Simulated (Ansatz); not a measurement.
KF: strain energy, fitted

KF, Fm-3m, a = 5.421 Å. Ansatz: PBE, PAW, 420 eV, Γ-centred 6×6×4 mesh on 4 atoms, Gaussian smearing 0.02 eV; no spin polarisation. Series: biaxial strain in the a-b plane, c and atoms relaxed; x is the strain in per cent. The axes a, b, c are those of the computed cell (3.833, 3.833, 5.421 Å), along [1 1 0], [-1 1 0], [0 0 1] of the cell named above. y is the free energy over the unstrained cell, V0 = 19.910 Å³/atom.

```tsv
x (%)	y (meV/atom)
-4.5	?
-3.0	8.49
-1.5	1.99
0.0	0.00
1.5	1.75
3.0	6.44
4.5	13.58
```

Fit y = c2 x² + c3 x³ to the other rows, turn c2 into a modulus, and predict the missing energy.

Least squares on the rows shown. y = 0.83265 x² − 0.036298 x³. In eV per unit strain² c2 is 8.326; M is the biaxial modulus (E = M V0 ε²): 8.326 × 160.2 / (19.910) = 67 GPa. At x = -4.5 the fit asked for gives 20.17 meV/atom. The run gave 20.56 meV/atom, so the fit is 0.39 meV/atom too low, 1.9 % of the span of the series, against an rms of 0.04 meV/atom on the fitted rows. The row lies outside the fitted range. With a term in x⁴ added, a fit to the same known rows predicts 20.47 meV/atom, so most of the miss is curvature that the known rows already hold.